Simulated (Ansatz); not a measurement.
Theory: Ansatz, DFT PBE, scalar-relativistic, plane waves, PAW. All cells share a 420 eV cutoff and Γ-centred k meshes spaced at most about 0.3 Å⁻¹ (about 0.25 or finer for metals, 2π included). No spin polarisation.

All energies are static (0 K, no zero-point motion).

Two relaxed structures of Zn2Ga2O3:

A.

```xyz
7
Lattice="2.9806 0.0000 0.0000 -1.4903 2.5812 0.0000 0.0000 0.0000 12.8677" Properties=species:S:1:pos:R:3 pbc="T T T"
Zn    0.0000    1.7208    7.5961
Zn    1.4903    0.8604    5.2716
Ga    0.0000    1.7208    1.4201
Ga    1.4903    0.8604   11.4477
O     0.0000    1.7208   10.6575
O     1.4903    0.8604    2.2102
O     0.0000    0.0000    0.0000
```

B.

```xyz
7
Lattice="3.1980 0.0000 0.0000 -1.5990 2.7695 0.0000 0.0000 0.0000 11.6306" Properties=species:S:1:pos:R:3 pbc="T T T"
Zn    0.0000    0.0000    5.8153
Zn    0.0000    1.8464    0.0000
Ga    0.0000    0.0000    8.3019
Ga    0.0000    0.0000    3.3287
O     0.0000    1.8464    9.0165
O     0.0000    1.8464    2.6141
O     0.0000    0.0000    0.0000
```

Problem. Which is lower in energy, and by how much?

Solution. A is lower, by 27 meV/atom. A has space group P-3m1 (No. 164), 14.1 Å³/atom and no gap on its mesh; B has space group P-6m2 (No. 187), 14.7 Å³/atom and no gap. Counting O atoms around Ga and Zn (those within 1.25 times the shortest such distance or 1.15 times the sum of covalent radii; a plus sign parts nearer from farther groups; the shortest distance is added where it is long for a bond; a slash parts the counts of unlike sites), A has Zn 1 from 3.1 Å, Ga 3+3 and B has Zn 3/6 from 3.7 Å, Ga 3. Both come from invented guesses. The lowest form computed isn't among them: it has space group P3m1 (No. 156), 15.3 Å³/atom and lies 17 meV/atom below the best shown.

The k mesh leaves some 4 meV/atom of noise in the energy of each metallic cell. No dispersion correction is applied, so the spacing and binding between layers, chains or molecules are poorly described (P-3m1, P-6m2), and this can change margins and order among such cells. Cells relaxed within their symmetry can be saddle points. Some structure types and database cells were kept out of the candidates from the start, so a known form may be missing.
